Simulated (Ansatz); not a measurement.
# N (P6_3/mmc) in Ansatz: convergence with k mesh

Aim: find how far k mesh must go before the results for N settle, at PBE. This setting moves, with any that are tied to it; all else stays.

Program: Ansatz 0.2.0. These are calculated values, not measurements. Logs are shortened: lines on timing, memory, paths and dates and some standing lists are left out, and cuts for length are marked.

## Step 1: The structure

The structure is hexagonal, space group P6_3/mmc (No. 194). The conventional cell has a = 2.519 Å, b = 2.519 Å, c = 2.446 Å, α = 90.00°, β = 90.00°, γ = 120.00°. Around N (site symmetry -6m2) lie 6 N at 1.90 Å.

The real solid is made of molecules; this cell is a model form.

## Step 2: With k mesh 4 × 4 × 3

Contents of input.yaml:

```yaml
crystal:
  lattice:
    - [2.5194737886, 0.0, 0.0]
    - [-1.2597368943, 2.1819283051, 0.0]
    - [0.0, 0.0, 2.446002]
  atoms:
    - { symbol: "N", position: [0.3333333333, 0.6666666667, 0.75] }
    - { symbol: "N", position: [0.6666666667, 0.3333333333, 0.25] }
hamiltonian:
  xc: pbe
  pseudopotentials: { kind: nc, source: spms }
kpoints:
  mp_grid: { grid: [4, 4, 3] }
scf:
  occupations: { method: fermi_dirac, width: 0.1 }
output:
  forces: true
  stress: true
  eigenvalues: true
```

Potentials or basis: SPMS NC.

On the command line:

```console
> ansatz run input.yaml --threads 2 --pin off --max-ram 5632MiB --backend cpu --events-out ev --progress --plain --runs-dir out
```

What it wrote:

```text
Warning: RAYON_NUM_THREADS=2 ignored (pool sized by the plan → 2); use --threads N
Engine: ansatz 0.2.0, x86_64-unknown-linux-gnu
Pseudopotentials: kind: nc
Pseudopotential: N, nc, valence charge 5, recommended cutoff 1034.032677347544 eV (normal), N.nc.azcp
Functional definition: PBE
  parameter kappa = 0.804
  parameter beta = 0.06672455060314922
  exchange = pbe_x(kappa = kappa, mu = beta*pi^2/3)
  correlation = pbe_c(beta = beta)
Crystal: 2 atoms, lattice volume = 13.446 Å³
Basis set: ecut = 1034.032677347544 eV, 1033 PW (Γ), exchange–correlation on 54×54×54 points (8 copies of the dense FFT grid, shifted against one another)
Bands: 9, of which v1, the nominal top of the filled ones, is band 5 counted from 1 (4 counted from 0)
Symmetry: 24 space group operations
Space group: P63/mmc (ITA 194), of the structure as read, at distance tolerance 2.4e-5 Å
k-points: 8 of 48
Non-local potential: N, projectors of the file, l = 0: 2, l = 1: 2
Initial density: superposition of atomic densities (chi_scale 0.1, normalization cell)
Initial wavefunctions: pseudopotential atomic-orbital guess
Functional: x = pbe(κ = 0.804, μ = 0.2195149727645171), c = pbe(β = 0.06672455060314922)
SCF iter   1: F=—  HF=-556.841512 eV  |F-HF|=—  |Δ(HF+E_count)|=         —  Δρ=3.25e-2  dr2=8.03e-2  ethr=3.10e-3  ⟨swp⟩=5.6  Hψ=522  notcnv=0
preconditioner: auto → none  [metal: Δε(μ)=0.180 eV  Ē_g=15.155 eV  σ=0.100 eV  W_gap=0.41  n_scr=2 (ndim 8)  ℏωp=32.0 eV  f_vac=0.000  D(μ)=1.59/eV (n_scr^D=20)  sad-step TF]
SCF iter   2: F=—  HF=-556.842979 eV  |F-HF|=—  |Δ(HF+E_count)|=   1.47e-3  Δρ=2.06e-2  dr2=3.39e-2  ethr=8.03e-4  ⟨swp⟩=1.0  Hψ=136  notcnv=0
SCF iter   3: F=—  HF=-556.847037 eV  |F-HF|=—  |Δ(HF+E_count)|=   4.06e-3  Δρ=1.50e-3  dr2=1.31e-4  ethr=3.39e-4  ⟨swp⟩=3.0  Hψ=116  notcnv=0
SCF iter   4: F=—  HF=-556.847218 eV  |F-HF|=—  |Δ(HF+E_count)|=   1.81e-4  Δρ=3.67e-4  dr2=5.65e-6  ethr=1.31e-6  ⟨swp⟩=2.0  Hψ=112  notcnv=0
SCF iter   5: F=—  HF=-556.847224 eV  |F-HF|=—  |Δ(HF+E_count)|=   6.18e-6  Δρ=2.92e-5  dr2=4.23e-8  ethr=1.00e-9  ⟨swp⟩=5.2  Hψ=437  notcnv=0
SCF iter   6: F=-556.847224 eV  HF=-556.847224 eV  |F-HF|=2.99e-10  |Δ(HF+E_count)|=   1.07e-8  Δρ=2.27e-6  dr2=1.36e-10  ethr=4.23e-10  ⟨swp⟩=2.4  Hψ=263  notcnv=0
SCF 1 converged in 6 iterations: F = -556.847224 eV  dr2 = 1.36e-10
SCF converged after 6 iterations
Free energy (F): -556.847224 eV
Harris-Foulkes:  -556.847224 eV  (|F-HF|=2.99e-10)
Internal energy: -556.796831 eV  (E = F + TS)
E sigma→0 (E₀):  -556.822028 eV
Entropy (-TS):   -0.050393 eV (-25.196 meV/atom)
Fermi energy:    10.542275 eV
--- Per-component energies (eV) ---
  E_band       = 19.132227
  E_kinetic    = 348.703000
  E_local      = -228.028547  (includes V_loc(G=0)·N_el)
  E_nonlocal   = -31.600070
  E_hartree    = 52.157580
  E_xc         = -157.824008
  E_vxc        = -174.257378  (∫ρ·V_xc dr)
  E_ewald      = -540.204787
  E_smearing   = -0.050393  (= −TS)
  E_closure    = 0.000000  (closes the sum)
  Σ components = -556.847224   (vs F -556.847224, Δ=0.00e0)
--- Forces (eV/Å), atoms counted from 1 ---
  atom   1  N      0.00000000     0.00000000     0.00000000
  atom   2  N     -0.00000000    -0.00000000     0.00000000
  max |Σ_I F_I| component: 1.85e-17 eV/Å
--- Stress (GPa, compression-positive) ---
       23.989473      -0.000000       0.000000
       -0.000000      23.989473       0.000000
        0.000000       0.000000      12.151479
  P = ⅓ Tr σ = 20.0435 GPa (200.435 kbar)
--- Band table (eV; the first three rows and the last of 8) ---
  k-point 0: bands = ["-11.7265", "4.6051", "5.5619", "7.9874", "7.9874", "13.1727", "13.1727", "16.5253", "25.1079"]
  k-point 1: bands = ["-9.4984", "-3.1777", "9.4672", "9.4672", "10.4706", "12.2340", "12.2340", "14.3404", "30.3608"]
  k-point 2: bands = ["-10.2476", "0.7852", "6.4152", "6.7476", "8.1524", "12.8756", "14.6119", "14.7556", "26.1711"]
  k-point 7: bands = ["-5.4761", "-1.7465", "2.4217", "4.6088", "5.9802", "10.6502", "14.8590", "15.9321", "28.5868"]
```

It took 0.58 s on 2 threads of Intel Xeon at 2.50GHz (Skylake/Cascade Lake), shared host; peak memory 0.25 GiB.

What came out:

| Quantity | Value |
| --- | --- |
| Free energy | -556.8472 eV |
| Pressure | 20.0 GPa |

## Step 3: With k mesh 5 × 5 × 4

input.yaml: that of step 2 with these lines changed.

```diff
@@ -12,3 +12,3 @@
 kpoints:
-  mp_grid: { grid: [4, 4, 3] }
+  mp_grid: { grid: [5, 5, 4] }
 scf:
```

Potentials or basis: SPMS NC.

On the command line:

```console
> ansatz run input.yaml --threads 2 --pin off --max-ram 5632MiB --backend cpu --events-out ev --progress --plain --runs-dir out
```

Run time: 0.66 s. Hardware: 2 threads of Intel Xeon at 2.50GHz (Skylake/Cascade Lake), shared host; peak memory 0.25 GiB.

What came out:

| Quantity | Value |
| --- | --- |
| Free energy | -556.9492 eV |
| Pressure | 8.8 GPa |
| Band gap on the k mesh | none (metal or under the smearing width) |

## Step 4: With k mesh 6 × 6 × 5

input.yaml: that of step 3 with these lines changed.

```diff
@@ -12,3 +12,3 @@
 kpoints:
-  mp_grid: { grid: [5, 5, 4] }
+  mp_grid: { grid: [6, 6, 5] }
 scf:
```

On the command line:

```console
> ansatz run input.yaml --threads 2 --pin off --max-ram 5632MiB --backend cpu --events-out ev --progress --plain --runs-dir out
```

It took 0.92 s on 2 threads of Intel Xeon at 2.50GHz (Skylake/Cascade Lake), shared host; peak memory 0.26 GiB.

What came out:

```
Free energy            : -556.8865 eV
Pressure               : 10.1 GPa
Band gap on the k mesh : none (metal or under the smearing width)
```

## Step 5: With k mesh 7 × 7 × 6

input.yaml: that of step 4 with these lines changed.

```diff
@@ -12,3 +12,3 @@
 kpoints:
-  mp_grid: { grid: [6, 6, 5] }
+  mp_grid: { grid: [7, 7, 6] }
 scf:
```

On the command line:

```console
> ansatz run input.yaml --threads 2 --pin off --max-ram 5632MiB --backend cpu --events-out ev --progress --plain --runs-dir out
```

Run time: 1.1 s. Hardware: 2 threads of Intel Xeon at 2.50GHz (Skylake/Cascade Lake), shared host; peak memory 0.26 GiB.

What came out:

- Free energy: -556.8644 eV
- Pressure: 11.9 GPa
- Band gap on the k mesh: none (metal or under the smearing width)

## Step 6: With k mesh 9 × 9 × 8

input.yaml: that of step 5 with these lines changed.

```diff
@@ -12,3 +12,3 @@
 kpoints:
-  mp_grid: { grid: [7, 7, 6] }
+  mp_grid: { grid: [9, 9, 8] }
 scf:
```

Potentials or basis: SPMS NC.

On the command line:

```console
> ansatz run input.yaml --threads 2 --pin off --max-ram 5632MiB --backend cpu --events-out ev --progress --plain --runs-dir out
```

Wall time 1.7 s (2 threads of Intel Xeon at 2.50GHz (Skylake/Cascade Lake), shared host); peak memory 0.28 GiB.

The run converged. Its results:

```
Free energy            : -556.8470 eV
Pressure               : 10.6 GPa
Band gap on the k mesh : none (metal or under the smearing width)
```

## Step 7: With k mesh 11 × 11 × 10

input.yaml: that of step 6 with these lines changed.

```diff
@@ -12,3 +12,3 @@
 kpoints:
-  mp_grid: { grid: [9, 9, 8] }
+  mp_grid: { grid: [11, 11, 10] }
 scf:
```

On the command line:

```console
> ansatz run input.yaml --threads 2 --pin off --max-ram 5632MiB --backend cpu --events-out ev --progress --plain --runs-dir out
```

Run time: 2.5 s. Hardware: 2 threads of Intel Xeon at 2.50GHz (Skylake/Cascade Lake), shared host; peak memory 0.29 GiB.

Results (log left out):

```yaml
Free_energy: -556.8446 eV
Pressure: 12.0 GPa
Band_gap_on_the_k_mesh: none (metal or under the smearing width)
```

## Step 8: With k mesh 14 × 14 × 12

input.yaml: that of step 7 with these lines changed.

```diff
@@ -12,3 +12,3 @@
 kpoints:
-  mp_grid: { grid: [11, 11, 10] }
+  mp_grid: { grid: [14, 14, 12] }
 scf:
```

On the command line:

```console
> ansatz run input.yaml --threads 2 --pin off --max-ram 5632MiB --backend cpu --events-out ev --progress --plain --runs-dir out
```

It took 3.8 s on 2 threads of Intel Xeon at 2.50GHz (Skylake/Cascade Lake), shared host; peak memory 0.33 GiB.

It converged, with:

```
Free energy            : -556.8429 eV
Pressure               : 11.5 GPa
Band gap on the k mesh : none (metal or under the smearing width)
```

## Step 9: With k mesh 16 × 16 × 15

input.yaml: that of step 8 with these lines changed.

```diff
@@ -12,3 +12,3 @@
 kpoints:
-  mp_grid: { grid: [14, 14, 12] }
+  mp_grid: { grid: [16, 16, 15] }
 scf:
```

Potentials or basis: SPMS NC.

On the command line:

```console
> ansatz run input.yaml --threads 2 --pin off --max-ram 5632MiB --backend cpu --events-out ev --progress --plain --runs-dir out
```

Wall time 5 s (2 threads of Intel Xeon at 2.50GHz (Skylake/Cascade Lake), shared host); peak memory 0.35 GiB.

It converged, with:

```yaml
Free_energy: -556.8449 eV
Pressure: 11.3 GPa
Band_gap_on_the_k_mesh: none (metal or under the smearing width)
```

## Step 10: With k mesh 20 × 20 × 18

input.yaml: that of step 9 with these lines changed.

```diff
@@ -12,3 +12,3 @@
 kpoints:
-  mp_grid: { grid: [16, 16, 15] }
+  mp_grid: { grid: [20, 20, 18] }
 scf:
```

On the command line:

```console
> ansatz run input.yaml --threads 2 --pin off --max-ram 5632MiB --backend cpu --events-out ev --progress --plain --runs-dir out
```

Wall time 10 s (2 threads of Intel Xeon at 2.50GHz (Skylake/Cascade Lake), shared host); peak memory 0.41 GiB.

It converged, with:

```yaml
Free_energy: -556.8438 eV
Pressure: 11.4 GPa
Band_gap_on_the_k_mesh: none (metal or under the smearing width)
```

## Step 11: Summary

```tsv
k mesh	energy less the tightest run, at zero smearing (meV/atom)	pressure (GPa)	SCF cycles	CPU time (s)	peak memory (GiB)
4 × 4 × 3	4.93	20.04	6	0.73	0.25
5 × 5 × 4	-50.44	8.83	5	0.89	0.25
6 × 6 × 5	-23.94	10.06	5	1.2	0.26
7 × 7 × 6	-10.59	11.87	5	1.6	0.26
9 × 9 × 8	-2.13	10.57	5	2.4	0.28
11 × 11 × 10	-1.39	11.96	5	3.7	0.29
14 × 14 × 12	0.19	11.51	5	5.9	0.33
16 × 16 × 15	-0.82	11.32	5	8.6	0.35
20 × 20 × 18	0.00	11.36	5	16	0.41
```

Against the tightest run, the energy stays within 1 meV/atom from 14 × 14 × 12 on; the pressure stays within 0.1 GPa from 16 × 16 × 15 on. Meshes of other sizes hit other points, so gaps and Fermi surfaces needn't settle smoothly. The tightest run that finished is the yardstick and may itself not be fully converged.
